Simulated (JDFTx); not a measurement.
# CoO (I4/mmm) in JDFTx: notebook

Runs on CoO. Level: PBE+U. Tasks: single point.

Everything below comes from runs of JDFTx 1.7.0 (patched build). Logs are shortened: lines on timing, memory, paths and dates and some standing lists are left out, and cuts for length are marked. The log counts tension as positive stress, the text compression.

## 1. The structure

The structure is tetragonal, space group I4/mmm (No. 139). Conventional cell: a = 3.016 Å, b = 3.016 Å, c = 4.214 Å, α = 90.00°, β = 90.00°, γ = 90.00°. Around Co (site symmetry 4/mmm) lie 6 O at 2.11 to 2.13 Å. O (site symmetry 4/mmm) has 6 Co at 2.11 to 2.13 Å as nearest neighbours.

## 2. Single point, PBE+U, collinear spin, ferromagnetic start

Contents of CoO.in:

```
lattice \
   -2.8497069959     2.8497069959     2.8497069959 \
    2.8497069959    -2.8497069959     2.8497069959 \
    3.9821207230     3.9821207230    -3.9821207230
coords-type Cartesian
ion Co     0.0000000000     0.0000000000     0.0000000000 1
ion O      0.0000000000     0.0000000000     3.9821207230 1

ion-species pseudo/Co.upf
ion-species pseudo/O.upf
elec-cutoff 48 384
elec-ex-corr gga-PBE
kpoint-folding 8 8 8
elec-smearing Fermi 0.0018374661
elec-n-bands 19
spintype z-spin
initial-magnetic-moments Co 2
elec-initial-magnetization 2 no
add-U Co d 0.220496
electronic-SCF nIterations 100 energyDiffThreshold 1e-09
electronic-minimize nIterations 30 energyDiffThreshold 1e-7
converge-empty-states yes
forces-output-coords Cartesian

dump-name run.$VAR
dump End Ecomponents EigStats BandEigs Kpoints Forces Stress RhoAtom
```

Potentials or basis: PseudoDojo-SR-PBE-0.5-standard with smoothed tails.

The run is started by

```bash
> jdftx -c 1 -i CoO.in -o CoO.out
```

Output:

```text
*************** JDFTx 1.7.0 (patched build) ***************

Input parsed successfully to the following command list (including defaults):
[... the input with its defaults ...]

---------- Setting up symmetries ----------

Found 16 point-group symmetries of the bravais lattice
Found 16 space-group symmetries with basis
Applied RMS atom displacement 3.305e-16 bohrs to make symmetries exact.

---------- Initializing the Grid ----------
R =
[     -2.84971      2.84971      2.84971  ]
[      2.84971     -2.84971      2.84971  ]
[      3.98212      3.98212     -3.98212  ]
unit cell volume = 129.353
G =
[ -3.84395e-17    1.10243   0.788925  ]
[    1.10243 -3.84395e-17   0.788925  ]
[    1.10243    1.10243 -1.86155e-17  ]
Minimum fftbox size, Smin = [  52  52  52  ]
Chosen fftbox size, S = [  54  54  54  ]

---------- Initializing tighter grid for wavefunction operations ----------
R =
[     -2.84971      2.84971      2.84971  ]
[      2.84971     -2.84971      2.84971  ]
[      3.98212      3.98212     -3.98212  ]
unit cell volume = 129.353
G =
[ -3.84395e-17    1.10243   0.788925  ]
[    1.10243 -3.84395e-17   0.788925  ]
[    1.10243    1.10243 -1.86155e-17  ]
Minimum fftbox size, Smin = [  36  36  36  ]
Chosen fftbox size, S = [  36  36  36  ]

---------- Exchange Correlation functional ----------
Initalized PBE GGA exchange.
Initalized PBE GGA correlation.

---------- Setting up pseudopotentials ----------
Width of ionic core gaussian charges (only for fluid interactions / plotting) set to 0

Reading pseudopotential file 'pseudo/Co.upf':
  'Co' pseudopotential, 'PBE' functional
  Generated using ONCVPSP code by D. R. Hamann
  17 valence electrons, 4 orbitals, 6 projectors, 1001 radial grid points, with lMax = 2
    3S    l: 0   occupation:  2.0   eigenvalue: -3.763303
    3P    l: 1   occupation:  6.0   eigenvalue: -2.412101
    3D    l: 2   occupation:  7.0   eigenvalue: -0.301498
    4S    l: 0   occupation:  2.0   eigenvalue: -0.201022
  Core radius for overlap checks: 1.60 bohrs.

Reading pseudopotential file 'pseudo/O.upf':
  'O' pseudopotential, 'PBE' functional
  Generated using ONCVPSP code by D. R. Hamann
  6 valence electrons, 2 orbitals, 5 projectors, 936 radial grid points, with lMax = 2
    2S    l: 0   occupation:  2.0   eigenvalue: -0.880572
    2P    l: 1   occupation:  4.0   eigenvalue: -0.331869
  Core radius for overlap checks: 1.39 bohrs.

Initialized 2 species with 2 total atoms.

Folded 1 k-points by 8x8x8 to 512 k-points.

---------- Setting up k-points, bands, fillings ----------
Reduced to 59 k-points under symmetry.
Computing the number of bands and number of electrons
Calculating initial fillings.
nElectrons:  23.000000   nBands: 19   nStates: 118

----- Setting up reduced wavefunction bases (one per k-point) -----
average nbasis = 2054.607 , ideal nbasis = 2054.616

---------- Setting up ewald sum ----------
Optimum gaussian width for ewald sums = 1.779342 bohr.
Real space sum over 1573 unit cells with max indices [  5  5  6  ]
Reciprocal space sum over 2197 terms with max indices [  6  6  6  ]

---------- Allocating electronic variables ----------
Initializing wave functions:  linear combination of atomic orbitals
Note: number of bands (19) exceeds available atomic orbitals (14)
Co (M=2) pseudo-atom majority spin occupations:   s ( 1 0.5 )  p ( 3 )  d ( 5 )
Co (M=2) pseudo-atom minority spin occupations:   s ( 1 0 )  p ( 3 )  d ( 3.5 )
O pseudo-atom occupations:   s ( 2 )  p ( 4 )
	FillingsUpdate:  mu: +1.127661112  nElectrons: 23.000000  magneticMoment: [ Abs: 0.13755  Tot: +0.13702 ]
LCAOMinimize: Iter:   0  F: -149.5985217438883979  |grad|_K:  1.933e-02  alpha:  1.000e+00
	FillingsUpdate:  mu: +1.092759784  nElectrons: 23.000000  magneticMoment: [ Abs: 0.16151  Tot: +0.16151 ]
LCAOMinimize: Iter:   1  F: -155.2210933618278261  |grad|_K:  1.435e-02  alpha:  3.285e-01  linmin: -1.762e-01  cgtest:  5.377e-01
	FillingsUpdate:  mu: +0.618061665  nElectrons: 23.000000  magneticMoment: [ Abs: 2.61918  Tot: +2.61908 ]
[... 39 lines of inner loops ...]
LCAOMinimize: Iter:  16  F: -158.3816649675759152  |grad|_K:  1.064e-06  alpha:  3.550e-01  linmin: -3.147e-04  cgtest: -2.947e-03
	FillingsUpdate:  mu: +0.544712812  nElectrons: 23.000000  magneticMoment: [ Abs: 3.00000  Tot: +3.00000 ]
LCAOMinimize: Iter:  17  F: -158.3816649889820951  |grad|_K:  2.861e-07  alpha:  8.881e-01  linmin:  8.301e-05  cgtest: -3.191e-04
LCAOMinimize: Converged (|Delta F|<1.000000e-06 for 2 iters).

-------- Electronic minimization -----------
Will mix electronic density at each iteration.
	FillingsUpdate:  mu: +0.544712812  nElectrons: 23.000000  magneticMoment: [ Abs: 3.00000  Tot: +3.00000 ]
	FillingsUpdate:  mu: +0.541813545  nElectrons: 23.000000  magneticMoment: [ Abs: 3.00000  Tot: +3.00000 ]
SCF: Cycle:  0   F: -158.408117691298941   dF: -2.645e-02   |Residual|: 7.194e-02   |deigs|: 7.502e-02
	FillingsUpdate:  mu: +0.535077409  nElectrons: 23.000000  magneticMoment: [ Abs: 3.00046  Tot: +3.00000 ]
SCF: Cycle:  1   F: -158.409946448478166   dF: -1.829e-03   |Residual|: 2.431e-02   |deigs|: 1.259e-02
	FillingsUpdate:  mu: +0.534212172  nElectrons: 23.000000  magneticMoment: [ Abs: 3.00030  Tot: +3.00000 ]
SCF: Cycle:  2   F: -158.410053183638041   dF: -1.067e-04   |Residual|: 9.226e-03   |deigs|: 4.137e-03
	FillingsUpdate:  mu: +0.534712892  nElectrons: 23.000000  magneticMoment: [ Abs: 3.00028  Tot: +3.00000 ]
SCF: Cycle:  3   F: -158.410069334668037   dF: -1.615e-05   |Residual|: 4.293e-03   |deigs|: 1.098e-03
	FillingsUpdate:  mu: +0.535259996  nElectrons: 23.000000  magneticMoment: [ Abs: 3.00031  Tot: +3.00000 ]
SCF: Cycle:  4   F: -158.410071207384135   dF: -1.873e-06   |Residual|: 1.591e-03   |deigs|: 6.559e-04
	FillingsUpdate:  mu: +0.535258293  nElectrons: 23.000000  magneticMoment: [ Abs: 3.00029  Tot: +3.00000 ]
SCF: Cycle:  5   F: -158.410071581371426   dF: -3.740e-07   |Residual|: 6.801e-04   |deigs|: 3.459e-04
	FillingsUpdate:  mu: +0.535244298  nElectrons: 23.000000  magneticMoment: [ Abs: 3.00028  Tot: +3.00000 ]
SCF: Cycle:  6   F: -158.410071611997154   dF: -3.063e-08   |Residual|: 2.078e-04   |deigs|: 2.195e-04
	FillingsUpdate:  mu: +0.535267943  nElectrons: 23.000000  magneticMoment: [ Abs: 3.00028  Tot: +3.00000 ]
SCF: Cycle:  7   F: -158.410071625971028   dF: -1.397e-08   |Residual|: 5.517e-05   |deigs|: 2.449e-04
	FillingsUpdate:  mu: +0.535276135  nElectrons: 23.000000  magneticMoment: [ Abs: 3.00029  Tot: +3.00000 ]
SCF: Cycle:  8   F: -158.410071627951396   dF: -1.980e-09   |Residual|: 1.951e-05   |deigs|: 2.175e-04
	FillingsUpdate:  mu: +0.535274636  nElectrons: 23.000000  magneticMoment: [ Abs: 3.00029  Tot: +3.00000 ]
SCF: Cycle:  9   F: -158.410071628351631   dF: -4.002e-10   |Residual|: 8.894e-06   |deigs|: 1.575e-04
	FillingsUpdate:  mu: +0.535273383  nElectrons: 23.000000  magneticMoment: [ Abs: 3.00029  Tot: +3.00000 ]
SCF: Cycle: 10   F: -158.410071628476203   dF: -1.246e-10   |Residual|: 2.073e-06   |deigs|: 2.607e-04
SCF: Converged (|Delta E|<1.000000e-09 for 2 iters).

Setting wave functions to eigenvectors of Hamiltonian
Converging empty states (this may take a while): |deigs|: 1.300e-03

# Stress tensor in Cartesian coordinates [Eh/a0^3]:
[ -0.000374352            0            0  ]
[            0 -0.000374352            0  ]
[            0            0 -0.000868662  ]

# Ionic positions in cartesian coordinates:
ion Co  -0.000000000000000  -0.000000000000000   0.000000000000000 1
ion O   0.000000000000000  -0.000000000000000   3.982120723000001 1

# Forces in Cartesian coordinates:
force Co  -0.000000000000000  -0.000000000000000  -0.000000000000000 1
force O  -0.000000000000000   0.000000000000000  -0.000000000000000 1

# Energy components:
   Eewald =     -106.6462179695584638
       EH =       45.4145711094718436
     Eloc =     -133.6572255865665682
      Enl =      -21.7551992213052685
      Exc =      -32.2884938300830839
 Exc_core =       11.0641211678782252
       KE =       79.4198894458037188
        U =        0.0384832594500525
-------------------------------------
     Etot =     -158.4100716249095058
       TS =        0.0000000035667063
-------------------------------------
        F =     -158.4100716284762029

IonicMinimize: Iter:   0  F: -158.410071628476203  |grad|_K:       -nan
IonicMinimize: None of the convergence criteria satisfied after 0 iterations.

#--- Lowdin population analysis ---
# oxidation-state Co +1.258
# magnetic-moments Co +2.769
# oxidation-state O -1.127
# magnetic-moments O +0.223

Dumping 'run.eigStats' ...
	eMin: -3.044814 at state 18 ( [ +0.000000 +0.500000 +0.000000 ] spin 1 )
	HOMO: +0.513753 at state 18 ( [ +0.000000 +0.500000 +0.000000 ] spin 1 )
	mu  : +0.535274
	LUMO: +0.554125 at state 117 ( [ +0.500000 +0.500000 +0.500000 ] spin -1 )
	eMax: +1.586686 at state 113 ( [ +0.375000 +0.375000 -0.375000 ] spin -1 )
	HOMO-LUMO gap: +0.040373
	Optical gap  : +0.116115 at state 104 ( [ +0.250000 +0.250000 -0.250000 ] spin -1 )
Done!
[note: mu as printed may lie anywhere between the filled and the empty levels]
```

It took 2.4 min on 1 thread of Intel Xeon 6975P-C (Granite Rapids), shared host; peak memory 0.24 GiB.

What came out:

```yaml
Free_energy: -4310.5576 eV
Pressure: 15.9 GPa
Band_gap_on_the_k_mesh: 1.10 eV, indirect (least direct gap 2.64 eV)
Net_moment: 3.00 μB per cell
Absolute_moment: 3.00 μB per cell
Site_moments: Co +2.77; O +0.22 μB
Loewdin_charges: Co +1.26; O -1.13 e
```

Eigenvalues of the final occupation matrices:
| site | spin | trace | eigenvalues |
| --- | --- | --- | --- |
| atom 1 Co | 1 | 4.99 | 1.00 1.00 1.00 1.00 1.00 |
| atom 1 Co | 2 | 2.39 | 0.05 0.16 0.19 1.00 1.00 |

Caveat: the k mesh is coarse; the atomic charges don't sum to the cell's charge; a cell with one magnetic atom can't hold antiferromagnetic order, which such compounds often take. A k mesh can miss the band edges.

## 3. Single point, PBE+U, collinear spin, ferromagnetic start

CoO.in: that of step 2 with these lines changed.

```diff
@@ -18,3 +18,3 @@
 elec-initial-magnetization 2 no
-add-U Co d 0.220496
+add-U Co d 0.293995
 electronic-SCF nIterations 100 energyDiffThreshold 1e-09
@@ -25,2 +25,2 @@
 dump-name run.$VAR
-dump End Ecomponents EigStats BandEigs Kpoints Forces Stress RhoAtom
+dump End Ecomponents EigStats BandEigs Kpoints Forces Stress RhoAtom ElecDensity Dtot
```

Potentials or basis: PseudoDojo-SR-PBE-0.5-standard with smoothed tails.

The run is started by

```bash
> jdftx -c 1 -i CoO.in -o CoO.out
```

Run time: 2.6 min. Hardware: 1 thread of Intel Xeon 6975P-C (Granite Rapids), shared host; peak memory 0.24 GiB.

It converged, with:

| Property | Result |
| --- | --- |
| Free energy | -4310.2305 eV |
| Pressure | 19.4 GPa |
| Band gap on the k mesh | 1.55 eV, indirect (least direct gap 3.31 eV) |
| Net moment | 3.00 μB per cell |
| Absolute moment | 3.00 μB per cell |
| Site moments | Co +2.82; O +0.17 μB |
| Loewdin charges | Co +1.29; O -1.16 e |

Stress tensor (GPa, compression positive):
```
14.82  0.00  0.00
 0.00 14.82  0.00
 0.00  0.00 28.56
```

Levels at points of the mesh, in eV from the valence-band top:
Spin up:
| k point | band 10 | band 11 | band 12 | band 13 | band 14 | band 15 |
| --- | --- | --- | --- | --- | --- | --- |
| (0.00, 0.00, 0.00) | -6.64 | -2.15 | -2.15 | -2.00 | 1.55 | 17.12 |
| (0.00, 0.00, 0.50) | -5.96 | -5.29 | -3.48 | -3.29 | 6.22 | 10.44 |
| (0.00, 0.50, 0.00) | -5.78 | -3.63 | -0.34 | 0.00 | 5.45 | 10.09 |
| (0.50, 0.50, 0.50) | -5.30 | -5.30 | -3.50 | -3.50 | 6.10 | 10.79 |
Spin down:
```csv
k point,band 6,band 7,band 8,band 9,band 10,band 11,band 12,band 13,band 14,band 15
"(0.00, 0.00, 0.00)",-5.03,-5.03,-1.87,-1.87,-1.77,2.12,2.35,3.09,3.80,17.23
"(0.00, 0.00, 0.50)",-6.36,-5.87,-3.51,-3.13,-3.07,3.05,4.01,4.37,7.12,10.92
"(0.00, 0.50, 0.00)",-8.25,-4.91,-3.25,-2.23,-2.14,3.82,4.28,5.65,5.86,10.78
"(0.50, 0.50, 0.50)",-5.71,-3.52,-3.52,-3.22,-3.22,2.13,2.75,4.69,7.16,11.06
```

Eigenvalues of the final occupation matrices:
```tsv
site	spin	trace	eigenvalues
atom 1 Co	1	4.99	1.00 1.00 1.00 1.00 1.00
atom 1 Co	2	2.33	0.04 0.14 0.16 1.00 1.00
```

Caveat: the k mesh is coarse; the atomic charges don't sum to the cell's charge; the empty levels aren't tightly converged; a cell with one magnetic atom can't hold antiferromagnetic order, which such compounds often take.
